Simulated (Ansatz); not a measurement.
**SiC (F-43m): G0W0 against its settings**

SiC (F-43m) from a database of computed structures, relaxed with r2SCAN; one-shot G0W0 in Ansatz without spin-orbit coupling. Calculated for a static, non-magnetic cell.

```
Si C
1.0
     0.00000    2.17805    2.17805
     2.17805    0.00000    2.17805
     2.17805    2.17805    0.00000
Si C
1 1
Direct
  0.25000 0.25000 0.25000
  0.00000 0.00000 0.00000
```

Gaps are read over the mesh points alone. G0W0 here is at a finite number of bands, screening cutoff and k mesh, not at the basis limit.
```json
{"start": "PBE", "potentials": "PAW", "frequency model": "contour deformation", "mesh": "6×6×6", "empty bands": "33", "screening cutoff (eV)": "80", "Kohn-Sham gap (eV)": "1.35", "G0W0 gap (eV)": "1.95", "rough cost": "8 core-seconds"}
{"start": "PBE", "potentials": "PAW", "frequency model": "contour deformation", "mesh": "6×6×6", "empty bands": "77", "screening cutoff (eV)": "140", "Kohn-Sham gap (eV)": "1.35", "G0W0 gap (eV)": "2.15", "rough cost": "20 core-seconds"}
{"start": "PBE", "potentials": "PAW", "frequency model": "contour deformation", "mesh": "6×6×6", "empty bands": "142", "screening cutoff (eV)": "210", "Kohn-Sham gap (eV)": "1.35", "G0W0 gap (eV)": "2.25", "rough cost": "60 core-seconds"}
{"start": "HSE06", "potentials": "PAW", "frequency model": "contour deformation", "mesh": "6×6×6", "empty bands": "77", "screening cutoff (eV)": "140", "Kohn-Sham gap (eV)": "2.23", "G0W0 gap (eV)": "2.54", "rough cost": "40 core-seconds"}
{"start": "LDA", "potentials": "PAW", "frequency model": "contour deformation", "mesh": "6×6×6", "empty bands": "77", "screening cutoff (eV)": "140", "Kohn-Sham gap (eV)": "1.31", "G0W0 gap (eV)": "2.16", "rough cost": "19 core-seconds"}
{"start": "r2SCAN", "potentials": "PAW", "frequency model": "contour deformation", "mesh": "6×6×6", "empty bands": "77", "screening cutoff (eV)": "140", "Kohn-Sham gap (eV)": "1.71", "G0W0 gap (eV)": "2.32", "rough cost": "27 core-seconds"}
{"start": "PBE", "potentials": "PAW", "frequency model": "Godby-Needs pole", "mesh": "6×6×6", "empty bands": "77", "screening cutoff (eV)": "140", "Kohn-Sham gap (eV)": "1.35", "G0W0 gap (eV)": "2.10", "rough cost": "21 core-seconds"}
{"start": "PBE", "potentials": "PAW", "frequency model": "contour deformation", "mesh": "8×8×8", "empty bands": "33", "screening cutoff (eV)": "80", "Kohn-Sham gap (eV)": "1.36", "G0W0 gap (eV)": "1.96", "rough cost": "29 core-seconds"}
{"start": "PBE", "potentials": "norm-conserving", "frequency model": "contour deformation", "mesh": "6×6×6", "empty bands": "77", "screening cutoff (eV)": "140", "Kohn-Sham gap (eV)": "1.34", "G0W0 gap (eV)": "2.15", "rough cost": "40 core-seconds"}
```

Over the mesh points the PBE gap of 1.35 eV becomes a quasiparticle gap of 2.25 eV (Γ to X), a change of +0.90 eV. Renormalisation factors Z lie between 0.77 and 0.82.

Raising bands and cutoff together moves the gap by +0.20 eV (80 to 140 eV), then +0.10 eV (140 to 210 eV); the last step is still large, so the basis limit isn't reached. Starting from HSE06 (2.23 eV against PBE's 1.35 eV) gives 2.54 eV, +0.39 eV from G0W0@PBE at the same screening cutoff. Starting from LDA (1.31 eV against PBE's 1.35 eV) gives 2.16 eV, +0.01 eV from G0W0@PBE at the same screening cutoff. Starting from r2SCAN (1.71 eV against PBE's 1.35 eV) gives 2.32 eV, +0.17 eV from G0W0@PBE at the same screening cutoff. The Godby-Needs plasmon pole differs from contour deformation by -0.05 eV. An 8×8×8 mesh in place of 6×6×6 changes the opening over PBE by 0.00 eV (the gap on the mesh by +0.01 eV). Norm-conserving potentials (wave cutoff 1116 eV against 420 eV) shift the quasiparticle gap by 0.00 eV and the PBE gap by -0.01 eV. r2SCAN runs take a wave cutoff of 500 eV.
